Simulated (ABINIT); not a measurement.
TaN: equation of state with RPBE

TaN:

```
CELL_PARAMETERS angstrom
0.00000 2.21132 2.21132
2.21132 0.00000 2.21132
2.21132 2.21132 0.00000
ATOMIC_POSITIONS crystal
Ta 0.50000 0.50000 0.50000
N 0.00000 0.00000 0.00000
```

The cell comes from a database or a generator and needn't be the stable form of this composition.

```json
{
  "Program": "ABINIT 10.8.3 (patched build)",
  "Task": "equation of state",
  "Functional": "RPBE",
  "Potentials or basis": "JTH PAW PBE v2.0",
  "Cutoff": "680 eV",
  "k mesh": "10 × 10 × 10",
  "Occupations": "fermi-dirac, width 0.05 eV",
  "Spin": "no spin polarisation"
}
```

```yaml
Equilibrium_volume: 10.92 Å³/atom
Bulk_modulus: 317 GPa
Pressure_derivative_of_the_bulk_modulus: 4.5
```

Energy against volume, from the lowest point:
| volume (Å³/atom) | energy (meV/atom) |
| --- | --- |
| 10.164 | 57.75 |
| 10.381 | 27.78 |
| 10.597 | 8.86 |
| 10.813 | 0.00 |
| 11.030 | 0.06 |
| 11.246 | 8.10 |
| 11.462 | 23.38 |

It took 2.5 min on 1 thread of Arm Neoverse V1, with other jobs on the host, peak memory 0.15 GiB.

Caveat: the cutoff is too short for stress, so the log's stress isn't used; pressures at fixed basis lie under the slope of the energies; the highest band is partly filled, so the run has too few bands; the PAW data sets were made with another functional, which shifts forces and pressure a little. The run has no spin-orbit coupling, so splittings on Ta are missing.
